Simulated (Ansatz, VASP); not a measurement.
# HfN in VASP and in Ansatz

Contents of INCAR:

```
  PREC = Accurate
  ENCUT = 520
  EDIFF = 1E-6
  ISMEAR = 1
  SIGMA = 0.2
  LREAL = False
  LASPH = True
  NELM = 100
  ALGO = Normal
  ISIF = 2
  LWAVE = False
  LCHARG = False
  GGA = PE
  NBANDS = 14
```

Contents of KPOINTS:

```
regular mesh
0
Gamma
  18 18 18
```

The input POSCAR:

```
HfN
1.0
    0.0000000000      2.2590000000      2.2590000000
    2.2590000000      0.0000000000      2.2590000000
    2.2590000000      2.2590000000      0.0000000000
Hf N
1 1
Direct
    0.0000000000      0.0000000000      0.0000000000
    0.5000000000      0.5000000000      0.5000000000
```

Input for Ansatz:

```yaml
crystal:
  lattice:
    - [0.0, 2.259, 2.259]
    - [2.259, 0.0, 2.259]
    - [2.259, 2.259, 0.0]
  atoms:
    - { symbol: Hf, position: [0.0, 0.0, 0.0] }
    - { symbol: "N", position: [0.5, 0.5, 0.5] }
basis:
  ecutwfc: 420
kpoints:
  mp_grid: { grid: [18, 18, 18] }
hamiltonian:
  xc: pbe
scf:
  occupations: { method: cold, width: 0.2 }
output:
  forces: true
  stress: true
  eigenvalues: true
```

Alike in both runs: task single point; functional PBE; k mesh 18 × 18 × 18; no spin polarisation.

```csv
,VASP,Ansatz
version,VASP 6.6.1,Ansatz 0.2.0
potentials or method,"VASP PAW PBE potentials, release 64 (Hf_pv, N)","scalar-relativistic, plane waves, PAW"
plane-wave cutoff (eV),520,420
occupations,"methfessel-paxton of order 1, width 0.2 eV","cold, width 0.2 eV"
valence electrons in the cell,15,31
```

Ansatz gave:

- gap on the k mesh at the Fermi level (eV): none
- pressure (GPa): 5.4

Problem. Which values does VASP return?

Solution. gap on the k mesh at the Fermi level (eV): none; pressure (GPa): 3.0.

A gap of «none» marks a metal or a gap that the smearing closes. The two sets of potentials don't hold the same shells in valence.

Spin-orbit coupling is left out, which matters for the levels of Hf.
